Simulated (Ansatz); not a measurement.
# Ni (Nickel): the cost of one run

Program: Ansatz 0.2.0. Level of theory: DFT PBE, with the methods named in each step. These are calculated values, not measurements.

## 1. The starting structure

It takes space group I4/mmm (No. 139, tetragonal). The conventional cell has a = 2.376 Å, b = 2.376 Å, c = 3.876 Å, α = 90.00°, β = 90.00°, γ = 90.00°. Ni (site symmetry 4/mmm) is surrounded by 12 Ni at 2.38 to 2.56 Å.

Structure file:

```cif
data_structure
_symmetry_space_group_name_H-M 'P 1'
_symmetry_Int_Tables_number 1
_cell_length_a 2.5649
_cell_length_b 2.5649
_cell_length_c 2.3758
_cell_angle_alpha 62.410
_cell_angle_beta 62.410
_cell_angle_gamma 55.180
_cell_volume 10.94
loop_
_atom_site_label
_atom_site_type_symbol
_atom_site_fract_x
_atom_site_fract_y
_atom_site_fract_z
_atom_site_occupancy
Ni1 Ni 0.00000 0.00000 0.00000 1
```

Elk's input and logs are in atomic units (hartree, bohr).

## 2. Collinear moments without spin-orbit coupling, PAW

Input file input.yaml:

```yaml
crystal:
  lattice:
    - [0.0, 1.6799391071, 1.9381285]
    - [1.6799391071, 0.0, 1.9381285]
    - [1.6799391071, 1.6799391071, 0.0]
  atoms:
    - { symbol: Ni, position: [0.0, 0.0, 0.0], spin: 1.5 }
magnetization:
  spin_polarized: true
kpoints:
  mp_grid: { grid: [15, 15, 15] }
scf:
  occupations: { method: fermi_dirac, width: 0.05 }
  lower_state_search: "off"
hamiltonian:
  xc: pbe
  pseudopotentials: { kind: paw }
output:
  forces: true
  stress: true
  eigenvalues: true
  write_density: true
  write_potential: true
  elf: true
  volumetric_format: npy
```

Run with:

```sh
$ ansatz run input.yaml --threads 2 --pin off --max-ram 4096MiB --backend cpu --events-out ev --progress --plain --runs-dir out
```

What time and memory should one allow on 2 threads of Intel Xeon Platinum 8488C (Sapphire Rapids), shared host?

About 5.4 s, with a peak of 0.4 GiB.
